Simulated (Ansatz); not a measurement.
## How settings move the G0W0 gap of AlN (rocksalt)

AlN (rocksalt), relaxed with r2SCAN; one-shot G0W0 in Ansatz without spin-orbit coupling. These are computed values for a spin-unpolarised cell that may be hypothetical; none is a measurement.

```cif
data_structure
_symmetry_space_group_name_H-M 'Fm-3m'
_symmetry_Int_Tables_number 225
_cell_length_a 4.0377
_cell_length_b 4.0377
_cell_length_c 4.0377
_cell_angle_alpha 90.000
_cell_angle_beta 90.000
_cell_angle_gamma 90.000
_cell_volume 65.83
loop_
_atom_site_label
_atom_site_type_symbol
_atom_site_symmetry_multiplicity
_atom_site_Wyckoff_symbol
_atom_site_fract_x
_atom_site_fract_y
_atom_site_fract_z
_atom_site_occupancy
Al1 Al 4 a 0.00000 0.00000 0.00000 1
N1 N 4 b 0.50000 0.00000 0.00000 1
```

Gaps are read over the mesh points alone. G0W0 here is at a finite number of bands, screening cutoff and k mesh, not at the basis limit.
```tsv
start	potentials	frequency model	mesh	empty bands	screening cutoff (eV)	Kohn-Sham gap (eV)	G0W0 gap (eV)	rough cost
PBE	PAW	contour deformation	6×6×6	26	80	4.66	6.06	6 core-seconds
PBE	PAW	contour deformation	6×6×6	61	140	4.66	6.29	11 core-seconds
PBE	PAW	contour deformation	6×6×6	113	210	4.66	6.42	29 core-seconds
HSE06	PAW	contour deformation	6×6×6	61	140	6.08	6.89	30 core-seconds
LDA	PAW	contour deformation	6×6×6	61	140	4.51	6.29	11 core-seconds
r2SCAN	PAW	contour deformation	6×6×6	61	140	5.52	6.62	13 core-seconds
PBE	PAW	Godby-Needs pole	6×6×6	61	140	4.66	6.24	13 core-seconds
PBE	PAW	contour deformation	8×8×8	26	80	4.67	6.06	22 core-seconds
PBE	norm-conserving	contour deformation	6×6×6	61	140	4.64	6.28	30 core-seconds
```

G0W0 moves the gap on the mesh from 4.66 eV (PBE) to 6.42 eV (Γ to X). Renormalisation factors Z lie between 0.79 and 0.85.

Raising bands and cutoff together moves the gap by +0.23 eV (80 to 140 eV), then +0.13 eV (140 to 210 eV); the last step is still large, so the basis limit isn't reached. Starting from HSE06 (6.08 eV against PBE's 4.66 eV) gives 6.89 eV, +0.60 eV from G0W0@PBE at the same screening cutoff. Starting from LDA (4.51 eV against PBE's 4.66 eV) gives 6.29 eV, 0.00 eV from G0W0@PBE at the same screening cutoff. Starting from r2SCAN (5.52 eV against PBE's 4.66 eV) gives 6.62 eV, +0.33 eV from G0W0@PBE at the same screening cutoff. The Godby-Needs plasmon pole differs from contour deformation by -0.05 eV. An 8×8×8 mesh in place of 6×6×6 changes the opening over PBE by 0.00 eV (the gap on the mesh by 0.00 eV). Norm-conserving potentials (wave cutoff 1240 eV against 420 eV) shift the quasiparticle gap by -0.01 eV and the PBE gap by -0.02 eV. r2SCAN runs take a wave cutoff of 500 eV.
